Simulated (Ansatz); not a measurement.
# Cubic perovskite BaSnO3

Calculation: revPBE (Ansatz, an electronic-structure program, plane waves, PAW).

Numerical settings: plane-wave cutoff 520 eV, 8×8×8 k mesh, Fermi–Dirac smearing 0.01 eV, scalar-relativistic PAW data made under PBE.

Cell (relaxed at this level):

```xyz
5
Lattice="4.2046 0.0000 0.0000 0.0000 4.2046 0.0000 0.0000 0.0000 4.2046" Properties=species:S:1:pos:R:3 pbc="T T T"
Ba     0.0000     0.0000     0.0000
Sn     2.1023     2.1023     2.1023
O      2.1023     0.0000     2.1023
O      0.0000     2.1023     2.1023
O      2.1023     2.1023     0.0000
```

For cubic perovskite BaSnO3, the bulk modulus B0 comes out as 123 GPa, the band gap is 0.30 eV and the smallest direct gap on the k points sampled is 0.79 eV. The pressure derivative B′ of the bulk modulus comes out as 5.4.

Measured, for comparison: band gap 2.95 eV (temperature not stated, not corrected to a static lattice, indirect, from the absorption edge of a single crystal; as tabulated in Kim et al. (2012), arXiv:1207.0764).

Spin–orbit coupling is not included; it can close the smallest gap of 0.30 eV.

Static lattice: no zero-point or thermal effects.

Computing time: around 60 core-seconds (rough).
